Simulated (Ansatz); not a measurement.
G0W0 rungs for InAs (honeycomb monolayer).

The cell holds 2 atoms: 1 In and 1 As. Its edges and angles: a = 4.359 Å, b = 4.359 Å, c = 24.500 Å, α = 90.0°, β = 90.0°, γ = 120.0°. Vacuum lies along c.

```xyz
2
Lattice="4.3594 0.0000 0.0000 -2.1797 3.7754 0.0000 0.0000 0.0000 24.5000" Properties=species:S:1:pos:R:3
In    0.0000    2.5169   11.9191
As    2.1797    1.2585   12.5809
```

The structure was relaxed with PBE. The runs that relaxed it are not among those shown.

Runs so far (Ansatz 0.2.0, start PBE, PAW set soft_1 files, 6×6×1 mesh). Times are wall times on 4 threads of Arm Neoverse V1, shared host. The host was busy with other work, so they are no guide to cost.

| bands summed | cutoff (eV) | gap on the mesh (eV) | time |
| --- | --- | --- | --- |
| 142 | 27 | 1.313 | 41 s |
| 377 | 54 | 1.401 | 3.2 min |

Question: What should the next rung give, with 795 bands and screening to 90 eV, and where is the limit?

The error falls about as one over the bands when the cutoff rises with them. A line through the two highest rungs given predicts 1.429 eV; the run gave 1.430 eV, close to it. The two highest rungs put the limit near 1.455 eV, the pair below near 1.455 eV; their difference is a rough measure of what is unsettled in bands and cutoff; the mesh is a separate error.

Gaps are over the mesh's points; an edge off the mesh would be missed. Limits: not at the basis limit; coarse mesh for a sheet; no spin-orbit coupling.

[Paths, hosts, dates, memory and timing lines, banners, echoed tables and standing remarks are left out of the program output.]

[Logs are printed without paths, hosts, clocks, repeated set-up lines and the standing remarks that a program may print on its own settings, such as how far it seeks lower states.]

[Runs of the session that timed out or met a known fault of the program may be left out.]

[Cells called generated may have been cut or substituted from an entry of the Crystallography Open Database or the Materials Project.]

[Hosts, paths, dates, database ids (printed as entryN), source tags and the programs' standing remarks are cut or masked in the printed files.]
